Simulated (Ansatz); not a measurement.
# Kick test of a cell of KH5

The cell was found from a structure generator's guess, not taken from experiment.

The calculation used DFT PBE, scalar-relativistic, plane waves, PAW in Ansatz. Settings: cutoff 420 eV, Γ-centred mesh 6×6×6 on the computed 6-atom cell, Gaussian smearing of 0.02 eV; no spin polarisation.

The cell below (6 atoms, space group I4/mmm (No. 139)) is relaxed within its symmetry.

```cif
data_structure
_symmetry_space_group_name_H-M 'P 1'
_symmetry_Int_Tables_number 1
_cell_length_a 4.7820
_cell_length_b 4.7820
_cell_length_c 4.7820
_cell_angle_alpha 107.804
_cell_angle_beta 107.804
_cell_angle_gamma 112.860
_cell_volume 83.95
loop_
_atom_site_label
_atom_site_type_symbol
_atom_site_fract_x
_atom_site_fract_y
_atom_site_fract_z
_atom_site_occupancy
K1 K 0.50000 0.50000 0.00000 1
H1 H 0.00000 0.43200 0.43200 1
H2 H 0.00000 0.56800 0.56800 1
H3 H 0.43200 0.00000 0.43200 1
H4 H 0.56800 0.00000 0.56800 1
H5 H 0.00000 0.00000 0.00000 1
```

For the test a repeat of it with 12 atoms (edges 4.78, 4.78, 7.73 Å) was strained at random (σ = 1.5 % a component), the atoms were moved at random (σ = 0.05 Å), and all was relaxed again on a coarse 4×4×2 mesh (in the run’s order of axes) with 0.10 eV smearing, with no symmetry imposed.

**Question.** Does it come back?

**Answer.** It doesn't return. The energy falls by 36 meV/atom on that mesh, the volume changes by -0.3 %, and the end has space group Fmm2 (No. 42) at a loose tolerance. Relaxed again on a 6×6×6 mesh with 0.02 eV smearing, the new structure lies 37 meV/atom below the first (mesh in the axes of the run's cell; the cell below is made exact in the group named). Space group Fmm2 (No. 42), orthorhombic, a = 5.545 Å, b = 11.023 Å, c = 5.604 Å. Around K lie 8 H at 2.77–2.99 Å and 4 H at 3.23–3.28 Å; H on a site of symmetry m has 1 H at 0.76 Å, 1 H at 2.30 Å, 1 H at 2.69 Å, 6 H at 2.82–2.87 Å, 1 K at 2.96 Å and 1 K at 3.28 Å; H on a second site of symmetry m has 1 H at 0.76 Å, 1 H at 2.30 Å, 1 H at 2.77 Å, 6 H at 2.82–2.85 Å, 1 K at 2.99 Å and 1 K at 3.23 Å; around H on a site of symmetry mm2 lie 4 H at 2.69–2.77 Å and 4 K at 2.77–2.81 Å.

```cif
data_structure
_symmetry_space_group_name_H-M 'Fmm2'
_symmetry_Int_Tables_number 42
_cell_length_a 5.5451
_cell_length_b 11.0231
_cell_length_c 5.6045
_cell_angle_alpha 90.000
_cell_angle_beta 90.000
_cell_angle_gamma 90.000
_cell_volume 342.57
loop_
_atom_site_label
_atom_site_type_symbol
_atom_site_symmetry_multiplicity
_atom_site_Wyckoff_symbol
_atom_site_fract_x
_atom_site_fract_y
_atom_site_fract_z
_atom_site_occupancy
K1 K 4 a 0.50000 0.00000 0.00317 1
H1 H 8 c 0.50000 0.27913 0.20388 1
H2 H 8 c 0.00000 0.22735 0.79284 1
H3 H 4 a 0.50000 0.00000 0.50169 1
```
